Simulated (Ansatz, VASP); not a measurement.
## Cu: VASP beside Ansatz

```
Cu
1.0
    -1.41667    1.41667    1.35117
     1.41667   -1.41667    1.35117
     1.41667    1.41667   -1.35117
Cu
1
Direct
  0.00000 0.00000 0.00000
```

This isn't the form of Cu at room conditions, which is fcc.

Alike in both runs: task single point; functional PBEsol; k mesh 14 × 14 × 14; occupations methfessel-paxton of order 1, width 0.1 eV; no spin polarisation.

|  | VASP | Ansatz |
| --- | --- | --- |
| version | VASP 6.6.1 | Ansatz 0.2.0 |
| potentials or method | VASP PAW PBE potentials, release 64 (Cu) | plane waves, PAW |
| plane-wave cutoff (eV) | 520 | 500 |
| valence electrons in the cell | 11 | 19 |

```csv
,VASP,Ansatz,Ansatz less VASP
pressure (GPa),9.3,8.4,-0.81
largest component of the traceless stress (GPa),0.24,0.16,-0.085
```

The two sets of potentials don't hold the same shells in valence.

Caveats: the PAW data sets were made with another functional, which shifts forces and pressure a little (VASP).
